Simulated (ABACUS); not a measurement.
Crystal: Na2S.

```
S Na
1.0
     0.00000    3.27350    3.27350
     3.27350    0.00000    3.27350
     3.27350    3.27350    0.00000
S Na
1 2
Direct
  0.00000 0.00000 0.00000
  0.75000 0.75000 0.75000
  0.25000 0.25000 0.25000
```

| Property | Result |
| --- | --- |
| Program | ABACUS 3.10.1 |
| Task | single point |
| Functional | PBEsol |
| Potentials or basis | PseudoDojo NC SR 0.4.1 PBEsol standard |
| Cutoff | 1211 eV |
| Density cutoff | 4844 eV |
| Basis | plane waves |
| k mesh | 7 × 7 × 7 |
| Occupations | fermi-dirac, width 0.05 eV |
| Spin | no spin polarisation |

On this cell: pressure -0.6 GPa; largest force zero by symmetry; band gap on the k mesh 2.36 eV, direct.

The same run follows on a disturbed copy (atoms moved at random, drawn with an rms of 0.05 Å):

```
S Na
1.0
     0.00000    3.27350    3.27350
     3.27350    0.00000    3.27350
     3.27350    3.27350    0.00000
S Na
1 2
Cartesian
  -0.0152 0.0065 -0.0056
  4.9285 4.9158 4.8763
  1.5859 1.6566 1.6556
```

Task: What does the disturbed cell give?

Result: The energy moves by +1.8 meV/atom; pressure -0.5 GPa; largest force 0.131 eV/Å; band gap on the k mesh 2.33 eV, direct.

Forces on the atoms (eV/Å):
```
S   -0.003  0.018  0.000
Na  -0.098  0.017  0.076
Na   0.101 -0.036 -0.076
```

Stress tensor (GPa, compression positive):
```
-0.53 -0.15 -0.05
-0.15 -0.55  0.19
-0.05  0.19 -0.54
```

